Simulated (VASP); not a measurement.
# Ga, energy difference of two geometries: which settings are enough?

Ga, Cmce (no. 64), 4 atoms in the cell. PBE, energy difference of two geometries; PAW potentials Ga_d (PBE set). VASP 6.6.1.

Wanted: energy difference within 0.5 meV/atom.

What the run is for: energy difference; Accuracy asked: standard; Second geometry: volume scaled by 0.94.

The series start from Plane-wave cutoff (eV): 370; Smearing width (eV): 0.1; k-point mesh: 9 × 9 × 8; Precision mode (PREC): Accurate; Electronic threshold (eV): 1e-6; Aspherical gradient terms in the spheres (LASPH): yes; Electronic algorithm: ALGO=Normal. Each series keeps the choices made before it, and each single choice may use up half of a tolerance. Times cover all steps of a run.

## Plane-wave cutoff (eV)

| Plane-wave cutoff (eV) | Energy difference (meV/atom) | Time (s) |
|---|---|---|
| 230 | 31.02 | 59 |
| 280 | 29.57 | 70 |
| 330 | 29.48 | 95 |
| 370 | 29.54 | 96 |
| 430 | 29.55 | 122 |
| 500 | 29.52 | 139 |
| 600 (reference) | 29.52 | 203 |

Chosen: 280, the loosest value from which every tighter one stays within half of the tolerance.

## Smearing width (eV)

| Smearing width (eV) | Energy difference (meV/atom) | Time (s) |
|---|---|---|
| 0.4 | 29.64 | 66 |
| 0.3 | 29.56 | 65 |
| 0.2 | 29.45 | 66 |
| 0.15 | 29.46 | 63 |
| 0.1 | 29.57 | 70 |
| 0.05 (reference) | 29.59 | 71 |

Chosen: 0.4.

## k-point mesh

| k-point mesh | Energy difference (meV/atom) | Time (s) |
|---|---|---|
| 3 × 3 × 3 | 33.02 | 13 |
| 4 × 4 × 4 | 29.60 | 20 |
| 5 × 5 × 4 | 28.66 | 22 |
| 6 × 6 × 5 | 29.74 | 28 |
| 8 × 8 × 7 | 29.53 | 50 |
| 9 × 9 × 8 | 29.64 | 66 |
| 11 × 11 × 10 | 29.75 | 103 |
| 13 × 13 × 12 (reference) | 29.70 | 152 |

Chosen: 6 × 6 × 5.

## Precision mode (PREC)

| Precision mode (PREC) | Energy difference (meV/atom) | Time (s) |
|---|---|---|
| Low | 31.62 | 16 |
| SingleN | 33.37 | 17 |
| Normal | 29.33 | 19 |
| Accurate (reference) | 29.74 | 28 |

Chosen: Accurate; the one before it in the list is off by more than half of the tolerance.

## Electronic threshold (eV)

| Electronic threshold (eV) | Energy difference (meV/atom) | Time (s) |
|---|---|---|
| 0.001 | 29.74 | 20 |
| 0.0001 | 29.74 | 21 |
| 1e-5 | 29.74 | 24 |
| 1e-6 | 29.74 | 28 |
| 1e-7 | 29.74 | 30 |
| 1e-8 (reference) | 29.74 | 31 |

Chosen: 0.001.

## Aspherical gradient terms in the spheres (LASPH)

| Aspherical gradient terms in the spheres (LASPH) | Energy difference (meV/atom) | Time (s) |
|---|---|---|
| yes | 29.74 | 20 |
| no | 29.78 | 17 |

Chosen: yes; no other choice that stays within half of the tolerance saves 30 % of the time.

## Electronic algorithm

| Electronic algorithm | Energy difference (meV/atom) | Time (s) |
|---|---|---|
| ALGO=Normal | 29.74 | 20 |
| ALGO=Fast | 29.74 | 20 |
| ALGO=VeryFast | 29.73 | 29 |
| ALGO=All ISEARCH=1 | 29.74 | 25 |
| ALGO=All ISEARCH=0 | 29.74 | 24 |
| ALGO=Damped TIME=0.4 | 29.69 | 26 |
| ALGO=Damped TIME=0.1 | 29.84 | 36 |

Chosen: ALGO=Normal.

## All choices together

| Input | Energy difference (meV/atom) | Time (s) |
|---|---|---|
| the program's defaults (naive) | 28.51 | 6.1 |
| chosen settings | 29.74 | 20 |
| reference settings throughout | 29.66 | 596 |

The tolerance is met.

## The input

INCAR:
```
SYSTEM = Ga
GGA = PE
ISMEAR = 1
SIGMA = 0.4
LWAVE = .False.
LCHARG = .False.
ISIF = 2
PREC = Accurate
LASPH = .True.
LREAL = .False.
ALGO = Normal
EDIFF = 0.001
NELM = 120
GGA_COMPAT = .False.
ENCUT = 280
KPAR = 8
```

KPOINTS:
```
Automatic mesh
0
Gamma
  6 6 5
  0 0 0
```

POSCAR.step1:
```
Ga
1.0
    2.2615000000     -3.8305000000      0.0000000000
    2.2615000000      3.8305000000      0.0000000000
    0.0000000000      0.0000000000      4.5240000000
Ga
4
Direct
    0.3451000000      0.6549000000      0.4190000000
    0.1549000000      0.8451000000      0.9190000000
    0.6549000000      0.3451000000      0.5810000000
    0.8451000000      0.1549000000      0.0810000000
```

POSCAR.step2:
```
Ga
1.0
    2.2153339849     -3.7523045894      0.0000000000
    2.2153339849      3.7523045894      0.0000000000
    0.0000000000      0.0000000000      4.4316475558
Ga
4
Direct
    0.3451000000      0.6549000000      0.4190000000
    0.1549000000      0.8451000000      0.9190000000
    0.6549000000      0.3451000000      0.5810000000
    0.8451000000      0.1549000000      0.0810000000
```

Commands (each step's output is kept before the next begins):
```
cat potpaw_PBE.64/Ga_d/POTCAR > POTCAR
cp POSCAR.step1 POSCAR
mpirun -np 8 vasp_std > vasp.out
cp POSCAR.step2 POSCAR
mpirun -np 8 vasp_std > vasp.out
```

The chosen input took VASP 6.6.1 20 s on 8 cores (AMD EPYC 7R43 (Zen 3)), a shared host.

## An input that fails: mixing far too strong

VASP's message: ERROR FEXCP: supplied Exchange-correletion table is too small, maximal index : 4462.

Changes against the starting input:
```
- NELM = 120
+ NELM = 57
+ IMIX = 1
+ AMIX = 2.5
+ BMIX = 0.0001
```
